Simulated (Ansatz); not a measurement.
NbAs:

```xyz
4
Lattice="-1.7259 1.7259 5.8400 1.7259 -1.7259 5.8400 1.7259 1.7259 -5.8400" Properties=species:S:1:pos:R:3 pbc="T T T"
Nb    0.0000    1.7259    0.0000
Nb    0.0000    0.0000    8.7600
As    0.0000    1.7259    4.8589
As    0.0000    0.0000    1.9389
```

Base run:

- Program: Ansatz 0.2.0
- Functional: PBEsol
- Potentials or basis: Ansatz PAW
- Cutoff: 420 eV
- Density cutoff: 1680 eV
- k mesh: 11 × 11 × 11
- Occupations: fermi-dirac, width 0.05 eV
- Spin: no spin polarisation
- Hubbard terms: Nb d U = 1 eV

Its results: band gap on the k mesh none (metal or under the smearing width); pressure -2.0 GPa; largest force 0.287 eV/Å.

Q: After a change of settings the same cell gave: band gap on the k mesh none (metal or under the smearing width); pressure -0.9 GPa; largest force 0.271 eV/Å. Which change was it?
A. functional from PBEsol to revPBE; hubbard terms from Nb d U = 1 eV to none; hubbard projectors from ortho-atomic (the default) to none
B. hubbard terms from Nb d U = 1 eV to none; hubbard projectors from ortho-atomic (the default) to none
C. hubbard terms from Nb d U = 1 eV to Nb d U = 4 eV
D. functional from PBEsol to LDA; hubbard terms from Nb d U = 1 eV to none; hubbard projectors from ortho-atomic (the default) to none

A: C.

Caveats: U without spin polarisation on a metal has little footing; the PAW data sets come from PBE, with cores solved anew for the run's functional, which leaves a small shift of forces and pressure; the U is typed as a test and isn't derived for this compound.

Not every run made on this cell is shown here.
